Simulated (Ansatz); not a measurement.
# MoSe2: the cost of one run

Method: DFT PBE, scalar-relativistic, plane waves, PAW, in Ansatz 0.2.0.

2 further runs of the same task are left out: 2 that didn't finish.

### Step 1. Starting point

The structure is hexagonal, space group P6_3/mmc (No. 194). The conventional cell has a = 3.320 Å, b = 3.320 Å, c = 15.144 Å, α = 90.00°, β = 90.00°, γ = 120.00°. Around Mo (site symmetry -6m2) lie 6 Se at 2.54 Å. Around Se (site symmetry 3m) lie 3 Mo at 2.54 Å.

As a file:

```
Mo Se
1.0
     3.32047    0.00000    0.00000
    -1.66023    2.87561    0.00000
     0.00000    0.00000   15.14394
Mo Se
2 4
Direct
  0.33333 0.66667 0.25000
  0.66667 0.33333 0.75000
  0.33333 0.66667 0.63981
  0.66667 0.33333 0.13981
  0.33333 0.66667 0.86019
  0.66667 0.33333 0.36019
```

It is the end of an earlier relaxation with the same method, from a generated guess; it needn't be the stable form of this composition. At a tolerance of 0.02 Å it has space group P6_3/mmc (No. 194); it has 24.10 Å³/atom, an uncorrected energy of -0.68 eV/atom over the elements.

### Step 2. Electronic structure at the relaxed geometry

Input file input.yaml:

```yaml
crystal:
  lattice:
    - [3.3204674076, 0.0, 0.0]
    - [-1.6602337038, 2.8756091274, 0.0]
    - [0.0, 0.0, 15.1439415398]
  atoms:
    - { symbol: Mo, position: [0.3333333333, 0.6666666667, 0.25] }
    - { symbol: Mo, position: [0.6666666667, 0.3333333333, 0.75] }
    - { symbol: Se, position: [0.3333333333, 0.6666666667, 0.6398122569] }
    - { symbol: Se, position: [0.6666666667, 0.3333333333, 0.1398122569] }
    - { symbol: Se, position: [0.3333333333, 0.6666666667, 0.8601877431] }
    - { symbol: Se, position: [0.6666666667, 0.3333333333, 0.3601877431] }
basis:
  ecutwfc: 420
kpoints:
  mp_grid: { grid: [12, 12, 2] }
  band_path:
    path:
      - [[0.0, 0.0, 0.0], [0.5, 0.0, 0.0], [0.33333333, 0.33333333, 0.0], [0.0, 0.0, 0.0], [0.0, 0.0, 0.5], [0.5, 0.0, 0.5], [0.33333333, 0.33333333, 0.5], [0.0, 0.0, 0.5]]
      - [[0.5, 0.0, 0.5], [0.5, 0.0, 0.0]]
      - [[0.33333333, 0.33333333, 0.5], [0.33333333, 0.33333333, 0.0]]
    npoints: 14
hamiltonian:
  xc: pbe
scf:
  occupations: { method: gaussian, width: 0.02 }
  n_extra_bands: 15
output:
  forces: true
  stress: true
  eigenvalues: true
  populations: true
  dos: { projected: true, de: 0.02, nscf_kmesh: { grid: [18, 18, 3] } }
  bader: true
  write_density: true
  write_potential: true
  elf: true
  volumetric_format: npy
```

Launch:

```
$ ansatz run input.yaml --threads 1 --pin off --max-ram 2560MiB --backend cpu --events-out ev --progress --plain --runs-dir out
```

What time and memory should one allow on 1 thread of Intel Xeon 6975P-C (Granite Rapids), shared host?

About 59 s, with a peak of 0.89 GiB.
